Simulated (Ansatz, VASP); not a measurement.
## One calculation of Ag, two programs

INCAR

```
SYSTEM = Ag
PREC = Accurate ; ENCUT = 600
EDIFF = 1E-6 ; ISMEAR = 0
SIGMA = 0.1 ; LREAL = .FALSE.
LASPH = .TRUE. ; NELM = 60
ALGO = Fast ; ISIF = 3
LWAVE = .FALSE. ; LCHARG = .FALSE.
GGA = PE ; IBRION = 2
NSW = 100 ; EDIFFG = -0.005
```

File KPOINTS:

```
Automatic mesh
0
G
  18 18 18
  0 0 0
```

The input POSCAR:

```
Ag
1.0
    0.0000000000      2.0521781800      2.0521781800
    2.0521781800      0.0000000000      2.0521781800
    2.0521781800      2.0521781800      0.0000000000
Ag
1
Direct
    0.0000000000      0.0000000000      0.0000000000
```

Input for Ansatz:

```yaml
crystal:
  lattice:
    - [0.0, 2.05217818, 2.05217818]
    - [2.05217818, 0.0, 2.05217818]
    - [2.05217818, 2.05217818, 0.0]
  atoms:
    - { symbol: Ag, position: [0.0, 0.0, 0.0] }
basis:
  ecutwfc: 420
kpoints:
  mp_grid: { grid: [18, 18, 18] }
hamiltonian:
  xc: pbe
scf:
  occupations: { method: gaussian, width: 0.1 }
output:
  forces: true
  stress: true
  eigenvalues: true
  write_density: true
  write_potential: true
  elf: true
  volumetric_format: npy
relax:
  adjacent_minimum: "off"
  f_tol: 0.005
  max_steps: 80
  cell: { stress_tol: 0.05 }
```

Alike in both runs: task relaxation of cell and atoms; functional PBE; k mesh 18 × 18 × 18; occupations gaussian, width 0.1 eV; no spin polarisation.

```csv
,VASP,Ansatz
version,VASP 6.6.1,Ansatz 0.2.0
potentials or method,"VASP PAW PBE potentials, release 64 (Ag)","scalar-relativistic, plane waves, PAW"
plane-wave cutoff (eV),600,420
valence electrons in the cell,11,19
```

|  | VASP | Ansatz | Ansatz less VASP |
| --- | --- | --- | --- |
| gap on the k mesh at the Fermi level, each at its own relaxed structure (eV) | none | none | - |
| relaxed volume (Å³/atom) | 17.80 | 17.84 | +0.037 |
| relaxed cell length with the largest relative difference (Å) | 2.931 | 2.933 | +0.0020 |
| energy change over the relaxation (meV/atom) | -5 | -5 | -0.6 |

A gap of «none» marks a metal or a gap that the smearing closes. The two sets of potentials don't hold the same shells in valence.
